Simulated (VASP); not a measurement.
Input of a VASP 6.6.1 run:

Contents of INCAR:

```
PREC = Accurate
ENCUT = 520
EDIFF = 1E-6
ISMEAR = -1
SIGMA = 0.1
LREAL = False
LASPH = True
NELM = 60
ALGO = Fast
ISIF = 2
LWAVE = False
LCHARG = False
GGA = B5
ALDAX = 1.0
AGGAX = 1.0
AGGAC = 1.0
ALDAC = 0.0
NBANDS = 22
```

KPOINTS

```
Automatic mesh
0
Gamma
  7 7 10
```

Contents of POSCAR:

```
Ba
1.0
    7.3060245099      0.0000000000      0.0000000000
   -3.6530122549      6.3272028262      0.0000000000
    0.0000000000      0.0000000000      4.3583559264
Ba
3
Direct
    1.0000000000      1.0000000000      1.0000000000
    0.3333333333      0.6666666667      0.5000000000
    0.6666666667      0.3333333333      0.5000000000
```

Potentials or basis: VASP PAW PBE potentials, release 64 (Ba_sv).

Launch:

```bash
$ cat potpaw_PBE.64/Ba_sv/POTCAR > POTCAR
$ mpirun -np 1 vasp_std > vasp.out
```

(1) What does it give for the pressure?

(2) Estimate the band gap on the k mesh.

## Answers

(1) 0.1 GPa.

(2) none (metal or under the smearing width).

Caveat: the PAW data sets were made with another functional, which shifts forces and pressure a little.
